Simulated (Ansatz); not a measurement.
Ideal-gas functions of acetic acid (`CC(=O)O`) at 500 K and 1 bar, from an Ansatz frequency run at PBE0-D4/def2-TZVP.

Molar mass 60.05 g/mol, point group Cs (symmetry number 1), electronic degeneracy 1, moments of inertia 44.078, 52.891, 93.853 u Å². Harmonic wavenumbers (cm⁻¹, unscaled): 73, 425, 551, 592, 678, 882, 1000, 1066, 1217, 1346, 1415, 1462, 1468, 1855, 3075, 3144, 3194, 3787.

Use S(trans) = R[1.5 ln M + 2.5 ln T − 1.1517]; rotational temperatures θ = 24.2544 K / I; S(rot) = R[ln(√π/σ · √(T³/θAθBθC)) + 1.5]; for each mode x = 1.438777 ν̃/T, S = R[x/(eˣ − 1) − ln(1 − e⁻ˣ)] and H = RT x/(eˣ − 1); 1 cm⁻¹ = 0.0119627 kJ/mol; R = 8.31446 J/(mol·K).

By hand: the entropy, in J/(mol·K).

Translation 170.7. Rotation: θ = 0.5503, 0.4586, 0.2584 K, giving 106.1. Vibration, mode by mode: 21.30, 7.14, 5.30, 4.82, 3.96, 2.50, 1.91, 1.64, 1.16, 0.86, 0.73, 0.65, 0.64, 0.25, 0.01, 0.01, 0.01, 0.00, in all 52.9. Electronic 0.0. Sum 329.7 J/(mol·K).

By hand: H − E and G − E in kJ/mol, counted from the electronic energy.

Zero-point energy ½ × 27230 × 0.0119627 = 162.9; thermal vibration 14.5; translation, rotation and pV give 4 RT = 16.6. H − E = 194.0 kJ/mol, and G − E = 194.0 − 500 × 329.7/1000 = 29.2 kJ/mol.

Vibration gives 16 % of the entropy, 21.3 J/(mol·K) of it from the mode under 150 cm⁻¹: soft modes count most, and the harmonic formula is weakest for them. The sum counts one conformer and one mirror image; others add a mixing term.
